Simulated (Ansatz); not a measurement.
## An axial Ising model for the polytypes of SiC

Level of theory: DFT PBE, scalar-relativistic, plane waves, PAW (Ansatz).

Cutoff 420 eV, Γ-centred meshes of like density (12×12×4 for the 6-atom cell), Gaussian smearing of 0.02 eV, energies at zero smearing and 0 K, each start's symmetry kept, no spin polarisation.

Close-packed stackings of SiC (double layers of a tetrahedral net) were relaxed in cell and atoms. Energies are per layer, over the stacking AB. Give each step between layers a spin, σ = +1 for A→B, B→C, C→A and −1 for the reverse, and write the energy per layer as E = E₀ − J₁⟨σᵢσᵢ₊₁⟩ − J₂⟨σᵢσᵢ₊₂⟩.

| stacking | ⟨σᵢσᵢ₊₁⟩ | ⟨σᵢσᵢ₊₂⟩ | E − E(AB) (meV/layer) |
| --- | --- | --- | --- |
| AB | -1 | 1 | 0 |
| ABC | 1 | 1 | -5.7 |
| ABACAB | -0.333 | -0.333 | -4.6 |
| ABCACBC | 0.429 | -0.143 | -6.7 |
| ABCACAB | -0.143 | -0.143 | -4.8 |
| ABABCBAB | -0.5 | 0 | -3.4 |

Task: Fit J₁ and J₂, and predict the energy of ABCBACABAB.

Result: Over AB the model reads ΔE = −J₁(⟨σᵢσᵢ₊₁⟩ + 1) − J₂(⟨σᵢσᵢ₊₂⟩ − 1). Least squares on the 5 rows under AB gives J₁ = 2.89 and J₂ = -2.05 meV, with a residual of 0.11 meV rms. For ABCBACABAB the averages are -0.2 and -0.2, so ΔE = -4.8 meV a layer; the calculation gives -4.8. The two couplings carry this family well.

Task: Which of AB, ABC, ABAC and ABCACB does the model put lowest, and what do isolated faults cost in ABC stacking?

Result: Over AB the four lie at 0, −2J₁, −J₁ + 2J₂ and (4/3)(J₂ − J₁): AB 0.0, ABC -5.8, ABAC -7.0, ABCACB -6.6 meV a layer, so ABAC is lowest. The calculations themselves put ABCACBC lowest. A fault turns some spins; counting the pairs that change sign and dividing by the area of a layer's cell, (√3/2)a² = 8.29 Å² with the cells' mean a = 3.094 Å (1 meV/Å² = 16.02 mJ/m²): intrinsic stacking fault 4(J₁ + J₂) = 3.4 meV, 7 mJ/m²; extrinsic fault 4(J₁ + 2J₂) = -4.8 meV, -9 mJ/m²; twin boundary 2(J₁ + 2J₂) = -2.4 meV, -5 mJ/m². A negative value means that the fault lowers the energy of this host in the model. These are model values: no fault cell was computed here.

The couplings compete: J₁ favours like successive steps, while J₂ opposes like steps two apart. Since 2|J₂| exceeds J₁, the model prefers bands of two equal steps, which is the ABAC pattern. The same balance makes a twin boundary in ABC favourable but a single reversed step costly. Accordingly, the computed energy falls as hexagonal-type layers become fewer, except at ABC itself, which lies above ABCACBC.

The scale is small because every stacking keeps the same tetrahedral bonds and differs only from the third neighbours outward. There, the staggered bonds of cubic stacking compete with the closer Si–C attraction across eclipsed bonds in hexagonal stacking. In a moderately polar covalent crystal these nearly cancel, in keeping with the rich polytypism of SiC. The negative J₂ probably reflects longer-ranged charge redistribution, which the energies alone cannot identify.

The fit supports a frustrated stacking sequence more firmly than the order of ABAC and ABCACB, which omitted third-neighbour or four-spin couplings could reverse.
